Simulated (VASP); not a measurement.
Here is a VASP 6.6.1 calculation.

Contents of POSCAR:

```
KF
1.0
   -0.0000000000      2.5842770463      2.5842770463
    2.5842770463      0.0000000000      2.5842770463
    2.5842770463      2.5842770463     -0.0000000000
  K               F
     1     1
Direct
     0.0000000000000000    0.0000000000000000    0.0000000000000000
     0.5000000000000000    0.5000000000000000    0.5000000000000000
```

The input INCAR.step1:

```
ALGO = Fast ; EDIFF = 1E-8
EDIFFG = -0.002 ; ENCUT = 600
IBRION = 2 ; ISIF = 3
ISMEAR = 0 ; LASPH = True
LCHARG = False ; LREAL = False
LWAVE = False ; NELM = 80
NSW = 40 ; PREC = Accurate
PSTRESS = -15.0 ; SIGMA = 0.03
```

File INCAR.step2:

```
ALGO = Fast ; EDIFF = 1E-8
ENCUT = 600 ; IBRION = 6
ISIF = 2 ; ISMEAR = 0
LASPH = True ; LCHARG = False
LREAL = False ; LWAVE = False
NELM = 80 ; NFREE = 2
NSW = 1 ; POTIM = 0.015
PREC = Accurate ; PSTRESS = -15.0
SIGMA = 0.03
```

The input KPOINTS:

```
k-points
0
Gamma
  10 10 10
```

Potentials or basis: VASP PAW LDA potentials, release 64 (K_sv, F).

Command:

```console
$ cat potpaw_LDA.64/K_sv/POTCAR potpaw_LDA.64/F/POTCAR > POTCAR
$ cp INCAR.step1 INCAR
$ mpirun -np 1 vasp_std > vasp.out
$ cp CONTCAR POSCAR
$ cp INCAR.step2 INCAR
$ mpirun -np 1 vasp_std > vasp.out
```

(1) Predict the highest phonon frequency at Γ, LO-TO splitting left out.

(2) What does it give for the relaxed cell?

## Answers

(1) 195 cm⁻¹.

(2) a = 3.701 Å, b = 3.701 Å, c = 3.701 Å, α = 60.00°, β = 60.00°, γ = 60.00°.
